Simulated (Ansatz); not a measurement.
We consider rock-salt LiI, described by r²SCAN (plane waves, PAW; Ansatz, an electronic-structure program).

Run with plane-wave cutoff 500 eV, 10×10×10 k mesh, gaussian smearing 0.02 eV, scalar-relativistic PAW data made under PBE.

Cell (relaxed at this level):

```xyz
2
Lattice="0.0000 3.0100 3.0100 3.0100 0.0000 3.0100 3.0100 3.0100 0.0000" Properties=species:S:1:pos:R:3 pbc="T T T"
Li     0.0000     0.0000     0.0000
I      3.0100     3.0100     3.0100
```

Task: Estimate the band gap that the calculation returns.

Result: 
- band gap: 5.01 eV (on the SCF k mesh)

Measured, for comparison: band gap 6.4 eV (temperature not stated, no zero-point or thermal correction, our sources range from 6.10 to 6.40; as tabulated in Aguado et al. (1998), arXiv:cond-mat/9809176).

Spin–orbit coupling is not included; with these elements it can move the gap by several tenths of an eV or more.

Computed values are for the static lattice.

Cost on a shared machine: about 15 core-seconds (a rough figure).
